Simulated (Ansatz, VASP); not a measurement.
## Cd: VASP beside Ansatz

The input INCAR:

```
PREC = Accurate
ENCUT = 520
EDIFF = 1E-8
ISMEAR = -1
SIGMA = 0.05
LREAL = False
LASPH = True
NELM = 100
ALGO = Normal
ISIF = 2
LWAVE = False
LCHARG = False
GGA = PS
LEFG = True
NBANDS = 19
```

KPOINTS

```
regular mesh
0
Gamma
  14 14 7
```

The input POSCAR:

```
Cd
1.0
    2.9887691672      0.0000000000      0.0000000000
   -1.4943845836      2.5883500248      0.0000000000
    0.0000000000      0.0000000000      5.6363134261
Cd
2
Direct
    0.3333333333      0.6666666667      0.2500000000
    0.6666666667      0.3333333333      0.7500000000
```

Input for Ansatz:

```yaml
crystal:
  lattice:
    - [2.9887691672, 0.0, 0.0]
    - [-1.4943845836, 2.5883500248, 0.0]
    - [0.0, 0.0, 5.6363134261]
  atoms:
    - { symbol: Cd, position: [0.3333333333, 0.6666666667, 0.25] }
    - { symbol: Cd, position: [0.6666666667, 0.3333333333, 0.75] }
kpoints:
  mp_grid: { grid: [14, 14, 7] }
scf:
  occupations: { method: fermi_dirac, width: 0.05 }
hamiltonian:
  xc: pbesol
  pseudopotentials: { kind: all_electron, datasets: crystal }
output:
  forces: true
  stress: true
  eigenvalues: true
  efg: { contact_densities: true }
```

Change from the starting cell: volume scaled by 1.01, crystal datasets.

Alike in both runs: task electric field gradients; functional PBEsol; k mesh 14 × 14 × 7; occupations fermi-dirac, width 0.05 eV; no spin polarisation.

|  | VASP | Ansatz |
| --- | --- | --- |
| version | VASP 6.6.1 | Ansatz 0.2.0 |
| potentials or method | VASP PAW PBE potentials, release 64 (Cd) | all-electron PAW with datasets made for the crystal, scalar-relativistic |
| plane-wave cutoff (eV) | 520 | see its input |

```csv
,VASP,Ansatz,Ansatz less VASP
pressure (GPa),-1.6,-2.0,-0.33
largest component of the traceless stress (GPa),0.16,0.01,-0.149
Vzz of the field gradient on the site that differs most (V/Å²),80.3,75.6,-4.67
```

Ansatz ran all-electron here, so the differences hold the error of VASP's frozen core and of both bases. Ansatz warned: «gradients_without_spin_orbit».

Caveats: the PAW data sets were made with another functional, which shifts forces and pressure a little (VASP).
